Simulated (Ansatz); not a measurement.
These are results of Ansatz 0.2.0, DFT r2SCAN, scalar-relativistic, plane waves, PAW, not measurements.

Structure of ScAl$_{2}$:

```
CELL_PARAMETERS angstrom
0.00000 3.77765 3.77765
3.77765 0.00000 3.77765
3.77765 3.77765 0.00000
ATOMIC_POSITIONS crystal
Sc 0.50000 0.50000 0.50000
Sc 0.75000 0.75000 0.75000
Al 0.12500 0.12500 0.12500
Al 0.62500 0.12500 0.12500
Al 0.12500 0.62500 0.12500
Al 0.12500 0.12500 0.62500
```

Settings: cutoff 500 eV, Γ-centred mesh 8×8×8 on the computed 6-atom cell, Gaussian smearing of 0.10 eV; no spin polarisation.

Levels along Γ–X–U | K–Γ–L–W–X, in eV from the Fermi level, sorted by energy at each point. Points in fractions of the primitive reciprocal vectors: Γ (0.000 0.000 0.000), X (0.500 0.000 0.500), U (0.625 0.250 0.625), K (0.375 0.375 0.750), L (0.500 0.500 0.500), W (0.500 0.250 0.750).
```csv
point,"k (1/Å, with 2π)",band 13,band 14,band 15,band 16,band 17,band 18,band 19
Γ,0.000,-2.77,-2.50,-2.50,-2.50,-1.82,-1.82,0.43
-,0.119,-2.90,-2.52,-2.07,-2.07,-1.78,-1.59,0.64
-,0.238,-3.21,-2.53,-1.64,-1.49,-1.49,-1.19,1.13
-,0.356,-3.54,-2.61,-1.41,-0.88,-0.88,-0.88,1.65
-,0.475,-3.80,-2.84,-1.10,-0.60,-0.29,-0.29,1.65
-,0.594,-3.95,-3.20,-0.71,-0.20,0.21,0.21,1.42
-,0.713,-3.96,-3.56,-0.24,0.31,0.59,0.59,0.85
X,0.832,-3.82,-3.82,0.28,0.28,0.77,0.77,0.89
-,0.874,-3.82,-3.70,0.23,0.27,0.74,0.77,0.79
-,0.916,-3.80,-3.44,0.09,0.23,0.51,0.77,0.84
-,0.958,-3.76,-3.15,-0.08,0.17,0.27,0.78,0.91
-,1.000,-3.71,-2.84,-0.26,0.04,0.10,0.78,0.93
-,1.042,-3.65,-2.52,-0.45,-0.19,0.04,0.78,0.95
-,1.084,-3.58,-2.20,-0.63,-0.41,-0.04,0.78,0.98
U,1.126,-3.50,-1.89,-0.81,-0.63,-0.10,0.77,1.00
K,1.126,-3.50,-1.89,-0.81,-0.63,-0.10,0.77,1.00
-,1.252,-3.21,-1.32,-1.19,-1.06,-0.31,0.71,1.07
-,1.378,-2.94,-1.76,-1.60,-0.71,-0.52,0.59,0.86
-,1.504,-2.84,-2.12,-1.77,-0.93,-0.75,0.18,1.35
-,1.630,-2.95,-2.40,-1.79,-1.31,-1.01,-0.24,1.50
-,1.756,-3.03,-2.61,-1.86,-1.71,-1.31,-0.92,1.19
-,1.882,-2.73,-2.69,-2.11,-2.04,-1.64,-1.63,0.66
Γ,2.008,-2.77,-2.50,-2.50,-2.50,-1.82,-1.82,0.43
-,2.111,-2.92,-2.42,-2.42,-2.02,-1.71,-1.71,0.59
-,2.213,-3.16,-2.33,-2.33,-1.43,-1.43,-1.39,0.99
-,2.316,-3.39,-2.26,-2.26,-1.09,-1.09,-0.78,1.24
-,2.419,-3.58,-2.20,-2.20,-0.74,-0.74,-0.31,1.12
-,2.522,-3.72,-2.14,-2.14,-0.44,-0.44,-0.21,1.35
-,2.625,-3.80,-2.11,-2.11,-0.30,-0.22,-0.22,1.78
L,2.728,-3.83,-2.10,-2.10,-0.34,-0.14,-0.14,1.78
-,2.812,-3.42,-2.15,-2.04,-0.33,-0.14,-0.11,1.68
-,2.896,-3.00,-2.26,-1.85,-0.44,-0.16,0.09,1.47
-,2.980,-2.67,-2.31,-1.56,-0.64,-0.19,0.37,1.27
-,3.064,-2.42,-2.26,-1.29,-0.89,-0.20,0.63,1.16
-,3.148,-2.19,-2.12,-1.24,-1.17,-0.06,0.80,1.13
-,3.232,-1.96,-1.91,-1.44,-1.41,0.21,0.74,1.14
W,3.316,-1.72,-1.72,-1.65,-1.65,0.50,0.50,1.16
-,3.375,-2.05,-2.05,-1.32,-1.32,0.50,0.50,1.14
-,3.435,-2.41,-2.41,-0.96,-0.96,0.51,0.51,1.08
-,3.494,-2.76,-2.76,-0.62,-0.62,0.54,0.54,1.01
-,3.554,-3.10,-3.10,-0.29,-0.29,0.57,0.57,0.93
-,3.613,-3.42,-3.42,0.00,0.00,0.64,0.64,0.85
-,3.672,-3.69,-3.69,0.21,0.21,0.75,0.75,0.80
X,3.732,-3.82,-3.82,0.28,0.28,0.77,0.77,0.89
```